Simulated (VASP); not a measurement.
SrO: single point with HSE06

SrO:

```
Sr O
1.0
     3.10287    0.00000    0.00000
     0.00000    3.10287    0.00000
     0.00000    0.00000    3.10287
Sr O
1 1
Cartesian
  0.0000 0.0000 0.0000
  1.5514 1.5514 1.5514
```

The cell was built by a generator and needn't be a form met in nature.

```yaml
Program: VASP 6.6.1
Task: single point
Functional: HSE06
Potentials_or_basis: VASP PAW PBE potentials, release 64 (Sr_sv, O)
Cutoff: 520 eV
k_mesh: 4 × 4 × 4
Occupations: gaussian, width 0.01 eV
Spin: no spin polarisation
```

```yaml
Pressure: 0.5 GPa
Band_gap_on_the_k_mesh: 4.26 eV, indirect (least direct gap 4.34 eV)
```

Levels at points of the mesh, in eV from the valence-band top:
| k point | band 6 | band 7 | band 8 | band 9 | band 10 | band 11 |
| --- | --- | --- | --- | --- | --- | --- |
| (0.00, 0.00, 0.00) | -0.07 | -0.07 | -0.07 | 4.26 | 4.26 | 6.28 |
| (0.50, 0.00, 0.00) | -3.16 | -0.69 | -0.69 | 5.52 | 9.20 | 11.24 |
| (0.50, 0.50, 0.00) | -1.34 | -1.34 | 0.00 | 5.76 | 6.14 | 9.28 |
| (0.50, 0.50, 0.50) | -3.15 | -3.15 | -3.15 | 10.20 | 10.20 | 10.20 |

Run time: 3 min on 1 thread of Intel(R) Xeon(R) Platinum 8488C (Sapphire Rapids) (shared host), peak memory 0.25 GiB.

Caveat: the k mesh is coarse (spacing up to 0.51 Å⁻¹), so the values aren't converged, least of all with exact exchange; the PAW data sets were made with another functional, which shifts forces and pressure a little. A k mesh can miss the band edges.
